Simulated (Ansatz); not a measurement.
# Structures of TaSi₂: which is lowest?

Plane-wave DFT in Ansatz with scalar-relativistic PAW potentials, cutoff 420 eV, Γ-centred meshes chosen by cell and gap, Gaussian smearing with energies taken to zero width. Every cell was relaxed (cell and atoms) in a run of its own, within the symmetry of its start. Functional: PBE.

Relaxed structures (starts from databases or built by putting these elements on another compound's sites):
A. P6_422, 9 atoms in the computed cell, a = 4.806 Å, c = 6.597 Å; sites (symmetry × multiplicity) Ta 222 × 3, Si ..2 × 6; start: database
B. Fd-3m, 6 atoms in the computed cell, a = 6.948 Å; sites (symmetry × multiplicity) Ta -43m × 8, Si .-3m × 16; start: built
C. I4/mmm, 3 atoms in the computed cell, a = 3.283 Å, c = 8.213 Å; sites (symmetry × multiplicity) Si 4mm × 4, Ta 4/mmm × 2; start: built
D. Fddd, 6 atoms in the computed cell, a = 4.800 Å, b = 8.532 Å, c = 8.661 Å; sites (symmetry × multiplicity) Ta 222 × 8, Si .2. × 16; start: built

Q: Rank them by energy. Could pressure change the order?

A:
| structure | group | E − E(lowest) (meV/atom) | V (Å³/atom) | gap on mesh (eV) |
| --- | --- | --- | --- | --- |
| A | P6_422 | 0.0 | 14.66 | 0.00 |
| D | Fddd | 32 | 14.78 | 0.00 |
| C | I4/mmm | 71 | 14.76 | 0.00 |
| B | Fd-3m | 599 | 13.97 | 0.00 |

A is lowest, 32 meV/atom under D. B is denser by 0.69 Å³/atom, so pressure favours it: ΔE/ΔV, with ΔE in eV and 1 eV/Å³ = 160.2 GPa, gives about 139 GPa for equal enthalpy if both cells were rigid; at such pressures compression changes ΔV much, so this is a scale only. Other structures may lie lower than all of these, and vibrations aren't counted.

Spin-orbit coupling is left out, which matters for the bands of heavy elements.